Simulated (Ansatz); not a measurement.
# ZrSi3O8: the cost of one run

Program: Ansatz 0.2.0. Level of theory: DFT PBE, scalar-relativistic, plane waves, PAW. These are calculated values, not measurements.

1 further run of the same task is left out (it didn't finish). Runs told in other sessions of the task aren't counted.

### 1 The starting structure

It takes space group P-4m2 (No. 115, tetragonal). The conventional cell has a = 4.570 Å, b = 4.570 Å, c = 6.463 Å, α = 90.00°, β = 90.00°, γ = 90.00°. Zr (site symmetry -4m2) is surrounded by 4 O at 1.40 Å. Si (site symmetry 2mm) is surrounded by 4 O at 1.40 Å. Si (site symmetry -4m2) is surrounded by 4 O at 1.40 Å. Around O (site symmetry m) lie 2 Si at 1.40 Å. Around O (site symmetry m) lie 1 Zr at 1.40 Å and 1 Si at 1.40 Å.

As a file:

```xyz
12
Lattice="4.5703 0.0000 0.0000 0.0000 4.5703 0.0000 0.0000 0.0000 6.4634" Properties=species:S:1:pos:R:3 pbc="T T T"
Zr    2.2852    2.2852    3.2317
Si    0.0000    2.2852    4.8475
Si    2.2852    0.0000    1.6158
Si    0.0000    0.0000    0.0000
O     0.0000    3.4277    5.6555
O     2.2852    1.1426    2.4238
O     1.1426    2.2852    4.0396
O     3.4277    0.0000    0.8079
O     0.0000    1.1426    5.6555
O     2.2852    3.4277    2.4238
O     3.4277    2.2852    4.0396
O     1.1426    0.0000    0.8079
```

The start is an ordering of an alloy on its end members' structure types: elements ordered on the sites of the SiO2 type, Zr/Si on Si (P-4m2, No. 115).

### 2 The guess as it stands, on a coarse mesh

The input, input.yaml:

```yaml
crystal:
  lattice:
    - [4.57030793, 0.0, 0.0]
    - [0.0, 4.57030793, 0.0]
    - [0.0, 0.0, 6.46339146]
  atoms:
    - { symbol: Zr, position: [0.5, 0.5, 0.5] }
    - { symbol: Si, position: [0.0, 0.5, 0.75] }
    - { symbol: Si, position: [0.5, 0.0, 0.25] }
    - { symbol: Si, position: [0.0, 0.0, 0.0] }
    - { symbol: O, position: [0.0, 0.75, 0.875] }
    - { symbol: O, position: [0.5, 0.25, 0.375] }
    - { symbol: O, position: [0.25, 0.5, 0.625] }
    - { symbol: O, position: [0.75, 0.0, 0.125] }
    - { symbol: O, position: [0.0, 0.25, 0.875] }
    - { symbol: O, position: [0.5, 0.75, 0.375] }
    - { symbol: O, position: [0.75, 0.5, 0.625] }
    - { symbol: O, position: [0.25, 0.0, 0.125] }
basis:
  ecutwfc: 420
kpoints:
  mp_grid: { grid: [4, 4, 4] }
hamiltonian:
  xc: pbe
scf:
  occupations: { method: gaussian, width: 0.1 }
  lower_state_search: "off"
output:
  forces: true
  stress: true
  eigenvalues: true
```

On the command line:

```
$ ansatz run input.yaml --threads 1 --pin off --max-ram 2560MiB --backend cpu --events-out ev --progress --plain --runs-dir out
```

**Question.** How long does this run take on 1 thread of Arm Neoverse V1, shared host, and how much memory does it need?

About 11 s, with a peak of 0.37 GiB.
